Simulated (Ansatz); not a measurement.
The system is Pd.

```
Pd
1.0
     0.00000    1.94650    1.94650
     1.94650    0.00000    1.94650
     1.94650    1.94650    0.00000
Pd
1
Direct
  0.00000 0.00000 0.00000
```

* Program: Ansatz 0.2.0
* Task: relaxation of cell and atoms
* Functional: PBEsol
* Dispersion: D4
* Potentials or basis: all-electron LAPW, scalar-relativistic
* Basis error allowed: 0.001 eV/atom
* k mesh: 12 × 12 × 12
* Occupations: fermi-dirac, width 0.05 eV
* Spin: no spin polarisation

At the start: volume 14.75 Å³/atom.

Task: Where does the relaxation end?

Result: Over 5 steps the energy falls by 8.0 meV/atom and the volume is 14.33 Å³/atom (-2.9 %); space group Fm-3m (No. 225, to 0.05 Å).

Step by step:
| step | energy change (eV) | largest force (eV/Å) | volume (Å³) |
| --- | --- | --- | --- |
| 1 | 0.0000 | 0.0000 | 14.75 |
| 2 | -0.0026 | 0.0000 | 14.00 |
| 3 | -0.0080 | 0.0000 | 14.35 |
| 4 | -0.0080 | 0.0000 | 14.33 |
| 5 | -0.0080 | 0.0000 | 14.33 |

Final structure:
```cif
data_structure
_symmetry_space_group_name_H-M 'P 1'
_symmetry_Int_Tables_number 1
_cell_length_a 2.7261
_cell_length_b 2.7261
_cell_length_c 2.7261
_cell_angle_alpha 60.000
_cell_angle_beta 60.000
_cell_angle_gamma 60.000
_cell_volume 14.33
loop_
_atom_site_label
_atom_site_type_symbol
_atom_site_fract_x
_atom_site_fract_y
_atom_site_fract_z
_atom_site_occupancy
Pd1 Pd 0.00000 0.00000 0.00000 1
```
